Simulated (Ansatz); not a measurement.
# HfO2: the cost of one run

Method: DFT PBE, scalar-relativistic, in Ansatz 0.2.0.

## Step 1: The starting structure

Symmetry: Fm-3m, No. 225, cubic system. The conventional cell has a = 5.115 Å, b = 5.115 Å, c = 5.115 Å, α = 90.00°, β = 90.00°, γ = 90.00°. Around Hf (site symmetry m-3m) lie 8 O at 2.21 Å. O (site symmetry -43m) is surrounded by 4 Hf at 2.21 Å.

As a file:

```
CELL_PARAMETERS angstrom
0.00000 2.55750 2.55750
2.55750 0.00000 2.55750
2.55750 2.55750 0.00000
ATOMIC_POSITIONS crystal
Hf 0.00000 0.00000 0.00000
O 0.25000 0.25000 0.25000
O 0.75000 0.75000 0.75000
```

Atoms are numbered in the order of the input: Hf1, O2, O3.

## Step 2: After the deformation

Space group Fm-3m before, I4/mmm after.

## Step 3: Full-potential LAPW

The input, input.yaml:

```yaml
crystal:
  lattice:
    - [0.0, 2.5575, 2.634225]
    - [2.5575, 0.0, 2.634225]
    - [2.5575, 2.5575, 0.0]
  atoms:
    - { symbol: Hf, position: [0.0, 0.0, 0.0] }
    - { symbol: O, position: [0.25, 0.25, 0.25] }
    - { symbol: O, position: [0.75, 0.75, 0.75] }
kpoints:
  mp_grid: { grid: [9, 9, 9] }
  band_path:
    path:
      - [0.0, 0.0, 0.0]
      - [0.0, 0.5, 0.5]
      - [0.25, 0.75, 0.5]
      - [0.0, 0.5, 0.0]
      - [0.0, 0.0, 0.0]
      - [0.5, 0.5, 0.0]
      - [0.3678244886, 0.6321755114, 0.0]
      - [-0.3678244886, 0.3678244886, 0.0]
      - [0.0, 0.0, 0.0]
    npoints: 5
scf:
  occupations: { method: fermi_dirac, width: 0.01 }
hamiltonian:
  xc: pbe
  pseudopotentials: { kind: all_electron, lapw: { basis_error: 0.001 } }
output:
  forces: true
  stress: true
  eigenvalues: true
```

Started as:

```
ansatz run input.yaml --threads 1 --pin off --max-ram 4096MiB --backend cpu --events-out ev --progress --plain --runs-dir out
```

Q: Estimate wall time and peak memory on 1 thread of Intel Xeon 6975P-C (Granite Rapids), shared host.

About 21 s, with a peak of 0.54 GiB.
